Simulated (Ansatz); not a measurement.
Runs of Ansatz 0.2.0 on MgTe. It takes space group F-43m (No. 216, cubic). Conventional cell: a = 6.464 Å, b = 6.464 Å, c = 6.464 Å, α = 90.00°, β = 90.00°, γ = 90.00°. Te (site symmetry -43m) has 4 Mg at 2.80 Å as nearest neighbours. Mg (site symmetry -43m) is surrounded by 4 Te at 2.80 Å. The cell comes from a database or a generator and needn't be the stable form of this composition.

```csv
task,level,cell,cutoff (eV),points for each segment of the path,gap on the mesh (eV),pressure (GPa),relaxed volume (Å³/atom)
relaxation of cell and atoms,PBEsol0,relaxed,420,-,3.93,0.0,33.10
relaxation of cell and atoms,PBE0,relaxed,420,-,3.93,0.0,33.85
band structure,r2SCAN0,as given,500,4,(a),-0.3,-
band structure,HSEsol,as given,420,4,3.17,-0.7,-
band structure,PBE0,as given,420,4,3.94,0.1,-
band structure,r2SCAN50,as given,500,4,(b),-0.7,-
band structure,HSE06,as given,420,4,3.28,0.1,-
relaxation of cell and atoms,HF,relaxed,420,-,8.73,0.0,35.63
```

Alike in all rows: potentials or basis Ansatz PAW; no spin polarisation; k mesh 4 × 4 × 4; smearing fermi-dirac 0.05 eV; the mesh is coarse, so values aren't converged.

Estimate the missing entries.

(a) 4.33; (b) 5.57.

Caveats: all runs use coarse meshes; spin-orbit coupling is left out, which moves the levels of the heavy elements; the PAW data sets come from PBE, with cores solved anew for the run's functional, which leaves a small shift of forces and pressure; the thresholds are loose for stress (some runs); the plane-wave basis is chosen anew once the cell has moved, so the energies of steps on either side of that aren't comparable (some runs).

A k mesh can miss the band edges, and the runs leave out spin-orbit coupling on Te.
